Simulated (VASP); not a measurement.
# MoS2 (R-3m) in VASP: notebook

The runs below take MoS2 through single point, with PBEsol.

All numbers are computed with VASP 6.6.1; they aren't measurements. Logs are shortened: lines on timing, memory, paths and dates and some standing lists are left out, and cuts for length are marked.

## 1. The structure

The structure is trigonal, space group R-3m (No. 166). The conventional cell has a = 3.171 Å, b = 3.171 Å, c = 18.345 Å, α = 90.00°, β = 90.00°, γ = 120.00°. Mo (site symmetry -3m) has 6 S at 2.39 Å as nearest neighbours. Around S (site symmetry 3m) lie 3 Mo at 2.39 Å.

Measurements of this composition are mostly on another form, of space group No. 194.

## 2. Single point, PBEsol, spin-orbit coupling, no magnetisation

INCAR

```
PREC = Accurate
ENCUT = 600
EDIFF = 1E-7
ISMEAR = 0
SIGMA = 0.02
LREAL = False
LASPH = True
NELM = 100
ALGO = Normal
ISIF = 2
LWAVE = False
LCHARG = False
MAGMOM = 0 0 0 0 0 0 0 0 0
LORBIT = 11
LSORBIT = True
GGA_COMPAT = False
LMAXMIX = 4
GGA = PS
NBANDS = 42
```

KPOINTS

```
regular mesh
0
Gamma
  3 3 3
```

POSCAR

```
MoS2
1.0
    1.5855000000      0.9153888518      6.1149966667
   -1.5855000000      0.9153888518      6.1149966667
    0.0000000000     -1.8307777036      6.1149966667
Mo S
1 2
Direct
    0.0000000000      0.0000000000      0.0000000000
    0.2500000000      0.2500000000      0.2500000000
    0.7500000000      0.7500000000      0.7500000000
```

Potentials or basis: VASP PAW PBE potentials, release 64 (Mo_sv, S).

Run with:

```sh
> cat potpaw_PBE.64/Mo_sv/POTCAR potpaw_PBE.64/S/POTCAR > POTCAR
> mpirun -np 1 vasp_ncl > vasp.out
```

OUTCAR:

```text
PREC = Accurate
   ENCUT = 600
   EDIFF = 1E-7
   ISMEAR = 0
   LREAL = False
   LASPH = True
   NELM = 100
   ISIF = 2
   LORBIT = 11
   LSORBIT = True
   GGA = PS

 Found      6 irreducible k-points:

 Following reciprocal coordinates:
            Coordinates               Weight
  0.000000  0.000000  0.000000      1.000000
  0.333333 -0.000000  0.000000      6.000000
  0.333333  0.333333  0.000000      6.000000
 -0.333333  0.333333  0.000000      6.000000
  0.333333  0.333333  0.333333      2.000000
 -0.333333  0.333333  0.333333      6.000000
   k-points           NKPTS =      6   k-points in BZ     NKDIM =      6   number of bands    NBANDS=     42
   number of dos      NEDOS =    301   number of ions     NIONS =      3
   total plane-waves  NPLWV = 157464
   dimension x,y,z NGX =    54 NGY =   54 NGZ =   54
   dimension x,y,z NGXF=   108 NGYF=  108 NGZF=  108
   ions per type =               1   2
   NGX,Y,Z   is equivalent  to a cutoff of  14.06, 14.06, 14.06 a.u.
   NGXF,Y,Z  is equivalent  to a cutoff of  28.13, 28.13, 28.13 a.u.
 SYSTEM =  unknown system
   PREC   = accura    normal or accurate (medium, high low for compatibility)
   ISTART =      0    job   : 0-new  1-cont  2-samecut
   ICHARG =      2    charge: 1-file 2-atom 10-const
   ISPIN  =      1    spin polarized calculation?
   LNONCOLLINEAR =      T non collinear calculations
   LSORBIT =      T    spin-orbit coupling
   LASPH  =      T    aspherical Exc in radial PAW
   ENCUT  =  600.0 eV  44.10 Ry    6.64 a.u.  12.75 12.75 12.75*2*pi/ulx,y,z
   NELM   =    100;   NELMIN=  2; NELMDL= -5     # of ELM steps
   EDIFF  = 0.1E-06   stopping-criterion for ELM
   LREAL  =      F    real-space projection
   EDIFFG = 0.1E-05   stopping-criterion for IOM
   NSW    =      0    number of steps for IOM
   IBRION =     -1    ionic relax: 0-MD 1-quasi-New 2-CG
   NFREE  =      0    steps in history (QN), initial steepest desc. (CG)
   ISIF   =      2    stress and relaxation
   ISYM   =      2    0-nonsym 1-usesym 2-fastsym
   POTIM  = 0.5000    time-step for ionic-motion
   TEBEG  =    0.0;   TEEND  =   0.0 temperature during run
   PSTRESS=    0.0 pullay stress
   NELECT =      26.0000    total number of electrons
   NUPDOWN=      -1.0000    fix difference up-down
   EMIN   =  10.00;   EMAX   =-10.00  energy-range for DOS
   EFERMI =   0.00;   METHOD = LEGACY
   ISMEAR =     0;   SIGMA  =   0.02  broadening in eV -4-tet -1-fermi 0-gaus
   EFERMI_NEDOS =   21; number of points for ismear=-14 and -15
   IALGO  =     38    algorithm
   IMIX   =      4    mixing-type and parameters
     AMIX     =   0.40;   BMIX     =  1.00
     AMIX_MAG =   1.60;   BMIX_MAG =  1.00
  volume/ion in A,a.u.               =      17.75       119.78
  Fermi-wavevector in a.u.,A,eV,Ry     =   1.289118  2.436081 22.610522  1.661826
  Thomas-Fermi vector in A             =   2.421031
   LORBIT       =     11    0 simple, 1 ext, 2 COOP (PROOUT), +10 PAW based schemes
   GGA     = PS    functional components
   LHFCALC =     F    Hartree Fock is set to
   AEXX    =    0.0000 exact exchange contribution
   IVDW    =     0    specifies the selected vdW correction
   LEPSILON=     F    determine dielectric tensor
   LRPA    =     F    only Hartree local field effects (RPA)
 Gauss-broadening in eV      SIGMA  =   0.02
  energy-cutoff  :      600.00
  volume of cell :       53.25
 maximum number of plane-waves:      3600
 NGX is ok and might be reduce to    54
   NGX = 25   NGY = 25   NGZ = 25

 number of electron      26.0000000 magnetization       0.0000000      0.0000000      0.0000000

 number of electron      26.0000000 magnetization       0.0000000      0.0000000     -0.0000000

 number of electron      26.0000000 magnetization      -0.0000000     -0.0000000     -0.0000000

 number of electron      26.0000000 magnetization      -0.0000000     -0.0000000      0.0000000

 Free energy of the ion-electron system (eV)
  ---------------------------------------------------
  ext. energy  EPLUGINS =         0.00000000
  ---------------------------------------------------
  free energy    TOTEN  =       -22.80673566 eV

  energy without entropy =      -22.80673566  energy(sigma->0) =      -22.80673566

 E-fermi :   7.7526     XC(G=0): -10.9877

 val. band max:        7.6072697552   @ k =   0.0000   0.0000   0.0000
 cond. band min:       8.0650656615   @ k =  -0.3333   0.3333   0.0000
 fundamental gap:      0.4577959063
 Fermi energy:         7.7526244275

 k-point     1 :       0.0000    0.0000    0.0000
  band No.  band energies     occupation
      1     -54.0654      1.00000
      2     -54.0654      1.00000
      3     -29.7446      1.00000
      4     -29.7446      1.00000
      5     -27.3575      1.00000
      6     -27.3575      1.00000
[... 30 lines left out ...]
     37      14.3513      0.00000
     38      14.3513      0.00000

 k-point     2 :       0.3333   -0.0000    0.0000
  band No.  band energies     occupation
      1     -54.0349      1.00000
      2     -54.0349      1.00000
      3     -29.8374      1.00000
      4     -29.8374      1.00000
      5     -27.5118      1.00000
      6     -27.5118      1.00000
[... 30 lines left out ...]
     37      15.1477      0.00000
     38      15.1477      0.00000
[... 121 lines left out ...]
     37      15.3670      0.00000
     38      15.3670      0.00000

 k-point     6 :      -0.3333    0.3333    0.3333
  band No.  band energies     occupation
      1     -54.0349      1.00000
      2     -54.0349      1.00000
      3     -29.8374      1.00000
      4     -29.8374      1.00000
      5     -27.5118      1.00000
      6     -27.5118      1.00000
[... 30 lines left out ...]
     37      14.5778      0.00000
     38      14.5778      0.00000
 [bands above 38 left out]

------------------------ aborting loop because EDIFF is reached ----------------------------------------

  FORCE on cell =-STRESS in cart. coord.  units (eV):
  Direction    XX          YY          ZZ          XY          YZ          ZX
  --------------------------------------------------------------------------------------
  -------------------------------------------------------------------------------------
  Total        1.3109337      1.3109337      0.9180883      0.0000000     -0.0000000      0.0000000
  in kB       39.4431859     39.4431859     27.6233088      0.0000000     -0.0000000      0.0000000
  external PRESSURE =      35.5032268 kB  Pullay stress =       0.0000000 kB

 VOLUME and BASIS-vectors are now :
 -----------------------------------------------------------------------------
  energy-cutoff  :      600.00
  volume of cell :       53.25
      direct lattice vectors                 reciprocal lattice vectors
     1.585500000  0.915388852  6.114996667     0.315357931  0.182071986  0.054510796
    -1.585500000  0.915388852  6.114996667    -0.315357931  0.182071986  0.054510796
     0.000000000 -1.830777704  6.114996667     0.000000000 -0.364143973  0.054510796

 POSITION                                       TOTAL-FORCE (eV/Angst)
 -----------------------------------------------------------------------------------
      0.00000      0.00000      0.00000        -0.000000      0.000000     -0.000000
      0.00000      0.00000      4.58625         0.000000     -0.000000     -0.148681
      0.00000      0.00000     13.75874         0.000000     -0.000000      0.148681
 -----------------------------------------------------------------------------------
    total drift:                                0.000000      0.000000     -0.000000

  FREE ENERGIE OF THE ION-ELECTRON SYSTEM (eV)
  ---------------------------------------------------
  free  energy   TOTEN  =       -22.8067356598 eV

  energy  without entropy=      -22.8067356598  energy(sigma->0) =      -22.80673566

 Spin-Orbit-Coupling matrix elements

 Ion:    1  E_soc:     -0.1914247
 l=   1
     0.0000000    -0.0294992    -0.0294858
    -0.0294992     0.0000000    -0.0294992
    -0.0294858    -0.0294992     0.0000000
 l=   2
     0.0000000    -0.0004924     0.0000000    -0.0004924    -0.0019788
    -0.0004924     0.0000000    -0.0014242    -0.0004312    -0.0004924
     0.0000000    -0.0014242     0.0000000    -0.0014242     0.0000000
    -0.0004924    -0.0004312    -0.0014242     0.0000000    -0.0004924
    -0.0019788    -0.0004924     0.0000000    -0.0004924     0.0000000
 l=   3
     0.0000000     0.0000000     0.0000000     0.0000000     0.0000000     0.0000000     0.0000000
     0.0000000     0.0000000     0.0000000     0.0000000     0.0000000     0.0000000     0.0000000
     0.0000000     0.0000000     0.0000000     0.0000000     0.0000000     0.0000000     0.0000000
     0.0000000     0.0000000     0.0000000     0.0000000     0.0000000     0.0000000     0.0000000
     0.0000000     0.0000000     0.0000000     0.0000000     0.0000000     0.0000000     0.0000000
     0.0000000     0.0000000     0.0000000     0.0000000     0.0000000     0.0000000     0.0000000
     0.0000000     0.0000000     0.0000000     0.0000000     0.0000000     0.0000000     0.0000000

 Ion:    2  E_soc:     -0.0021977
 l=   1
     0.0000000    -0.0003836    -0.0003317
    -0.0003836     0.0000000    -0.0003836
    -0.0003317    -0.0003836     0.0000000
 l=   2
     0.0000000     0.0000000     0.0000000     0.0000000     0.0000000
     0.0000000     0.0000000     0.0000000     0.0000000     0.0000000
     0.0000000     0.0000000     0.0000000     0.0000000     0.0000000
     0.0000000     0.0000000     0.0000000     0.0000000     0.0000000
     0.0000000     0.0000000     0.0000000     0.0000000     0.0000000
 l=   3
     0.0000000     0.0000000     0.0000000     0.0000000     0.0000000     0.0000000     0.0000000
     0.0000000     0.0000000     0.0000000     0.0000000     0.0000000     0.0000000     0.0000000
     0.0000000     0.0000000     0.0000000     0.0000000     0.0000000     0.0000000     0.0000000
     0.0000000     0.0000000     0.0000000     0.0000000     0.0000000     0.0000000     0.0000000
     0.0000000     0.0000000     0.0000000     0.0000000     0.0000000     0.0000000     0.0000000
     0.0000000     0.0000000     0.0000000     0.0000000     0.0000000     0.0000000     0.0000000
     0.0000000     0.0000000     0.0000000     0.0000000     0.0000000     0.0000000     0.0000000

 Ion:    3  E_soc:     -0.0021977
 l=   1
     0.0000000    -0.0003836    -0.0003317
    -0.0003836     0.0000000    -0.0003836
    -0.0003317    -0.0003836     0.0000000
 l=   2
     0.0000000     0.0000000     0.0000000     0.0000000     0.0000000
     0.0000000     0.0000000     0.0000000     0.0000000     0.0000000
     0.0000000     0.0000000     0.0000000     0.0000000     0.0000000
     0.0000000     0.0000000     0.0000000     0.0000000     0.0000000
     0.0000000     0.0000000     0.0000000     0.0000000     0.0000000
 l=   3
     0.0000000     0.0000000     0.0000000     0.0000000     0.0000000     0.0000000     0.0000000
     0.0000000     0.0000000     0.0000000     0.0000000     0.0000000     0.0000000     0.0000000
     0.0000000     0.0000000     0.0000000     0.0000000     0.0000000     0.0000000     0.0000000
     0.0000000     0.0000000     0.0000000     0.0000000     0.0000000     0.0000000     0.0000000
     0.0000000     0.0000000     0.0000000     0.0000000     0.0000000     0.0000000     0.0000000
     0.0000000     0.0000000     0.0000000     0.0000000     0.0000000     0.0000000     0.0000000
     0.0000000     0.0000000     0.0000000     0.0000000     0.0000000     0.0000000     0.0000000

 total charge

# of ion       s       p       d       tot
------------------------------------------
    1        2.308   6.235   3.956  12.499
    2        1.357   2.340   0.000   3.697
    3        1.357   2.340   0.000   3.697
--------------------------------------------------
tot          5.022  10.916   3.956  19.893

 magnetization (x)

# of ion       s       p       d       tot
------------------------------------------
    1       -0.000  -0.000  -0.000  -0.000
    2        0.000  -0.000   0.000  -0.000
    3        0.000  -0.000   0.000  -0.000
--------------------------------------------------
tot          0.000  -0.000  -0.000  -0.000

 magnetization (y)

# of ion       s       p       d       tot
------------------------------------------
    1        0.000   0.000   0.000   0.000
    2        0.000   0.000   0.000   0.000
    3        0.000   0.000   0.000   0.000
--------------------------------------------------
tot          0.000   0.000   0.000   0.000

 magnetization (z)

# of ion       s       p       d       tot
------------------------------------------
    1        0.000   0.000   0.000   0.000
    2        0.000   0.000   0.000   0.000
    3        0.000   0.000   0.000   0.000
--------------------------------------------------
tot          0.000   0.000   0.000   0.000
```

It took 2.1 min on 1 thread of AMD EPYC 9R45 (Zen 5), shared host; peak memory 0.85 GiB.

These settings aren't checked as converged: the numbers below hold their error.

Results:

* Free energy: -22.8067 eV
* Pressure: 3.6 GPa
* Largest force: 0.149 eV/Å
* Valence electrons inside the program's atomic spheres: Mo 12.50; S 3.70

Caveat: the k mesh is coarse (spacing up to 0.77 Å⁻¹), so the values aren't converged; the PAW data sets were made with another functional, which shifts forces and pressure a little; the cell's inner coordinates are idealised or old, which leaves forces on the atoms.

(Part 1 of 2 ends here.)
